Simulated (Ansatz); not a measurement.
One structure, 3 elements: Ti2C, Zr2C, Hf2C

Plane-wave DFT in Ansatz with scalar-relativistic PAW potentials, cutoff 500 eV, Γ-centred meshes chosen by cell and gap, Gaussian smearing with energies taken to zero width. Every cell was relaxed (cell and atoms) in a run of its own, within the symmetry of its start. Functional: r2SCAN.

All members share space group R-3m and the same sites; only the element on one set of sites changes (Ti, Zr, Hf). Members needn't be the stable form of their composition. Energies over the elements, where given, are against the elements' standard states in the same functional (H₂, N₂, O₂ and halogens uncorrected, Hg as a solid). The first member:

Space group R-3m:H (No. 166). a = 3.078 Å, b = 3.078 Å, c = 14.463 Å, α = 90.00°, β = 90.00°, γ = 120.00°
| atom | site | symmetry | x | y | z |
| --- | --- | --- | --- | --- | --- |
| Ti | 6c | 3m | 0.3333 | 0.6667 | 0.9119 |
| C | 3b | -3m | 0.6667 | 0.3333 | 0.8333 |

| compound | V (Å³/atom) | a (Å) | c (Å) | energy over elements (eV/atom) |
| --- | --- | --- | --- | --- |
| Ti2C | 13.18 | 3.078 | 14.463 | -0.743 |
| Hf2C | 16.34 | 3.287 | 15.723 | -0.737 |

Problem. Predict the member with Zr.

Solution. V (Å³/atom) 17.34, a (Å) 3.339, c (Å) 16.156, energy over elements (eV/atom) -0.725. Interpolating linearly in period between Ti and Hf would give 14.76 Å³/atom (14.8 % too small), with -0.740 eV/atom over the elements. Over the whole series the volume has no steady trend down the group (least for Ti); all are metallic on the mesh; binding against the elements is strongest for Ti. Hf is no larger than Zr here (16.34 against 17.34 Å³/atom), as one expects from the lanthanide contraction and relativistic shrinking of 6s.

Spin-orbit coupling is left out, which matters for the bands of heavy elements.